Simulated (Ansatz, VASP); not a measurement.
**Al3Au, level by level in two programs**

```
CELL_PARAMETERS angstrom
-2.02533 2.02533 4.05660
2.02533 -2.02533 4.05660
2.02533 2.02533 -4.05660
ATOMIC_POSITIONS crystal
Au 0.00000 0.00000 0.00000
Al 0.50000 0.50000 0.00000
Al 0.25000 0.75000 0.50000
Al 0.75000 0.25000 0.50000
```

The cell comes from a database or a generator and needn't be the stable form of this composition.

Single points on this cell with VASP 6.6.1 and Ansatz 0.2.0. Each row is one pair of runs. Alike in all rows: spin: off; k mesh: 9 × 9 × 9; smearing: fermi-dirac, width 0.05 eV; VASP's potentials, cutoff: VASP PAW PBE potentials, release 64 (Au, Al), 520 eV.

```csv
level,"Ansatz's potentials, cutoff","gap on the k mesh at the Fermi level (eV), VASP","gap on the k mesh at the Fermi level (eV), Ansatz","pressure (GPa), VASP","pressure (GPa), Ansatz","largest component of the traceless stress (GPa), VASP","largest component of the traceless stress (GPa), Ansatz"
PBE,"Ansatz PAW, 420 eV",none,none,0.3,0.4,0.27,0.28
PBE,"Ansatz PAW earlier set, 1050 eV",none,none,0.3,0.4,0.27,0.28
PBE,"JTH PAW, 750 eV",none,none,0.3,0.3,0.27,0.26
PBE,"SPMS NC, 517 eV",none,none,0.3,0.2,0.27,0.28
PBE,"PseudoDojo standard (PBE files), 1034 eV",none,none,0.3,0.1,0.27,0.27
PBE,"PseudoDojo stringent (PBE files), 1034 eV",none,none,0.3,0.1,0.27,0.27
PBE,"Ansatz NC, 1034 eV",none,none,0.3,0.5,0.27,0.28
r2SCAN,"Ansatz PAW, 500 eV",none,none,-3.2,-2.8,0.19,0.20
```

Pressure (GPa): the two programs differ by at most 0.32; largest component of the traceless stress (GPa): the two programs differ by at most 0.018.

A gap of «none» marks a metal or a gap that the smearing closes.

Caveats: the PAW data sets were made with another functional, which shifts forces and pressure a little (VASP); the PAW data sets come from PBE, with cores solved anew for the run's functional, which leaves a small shift of forces and pressure (Ansatz).
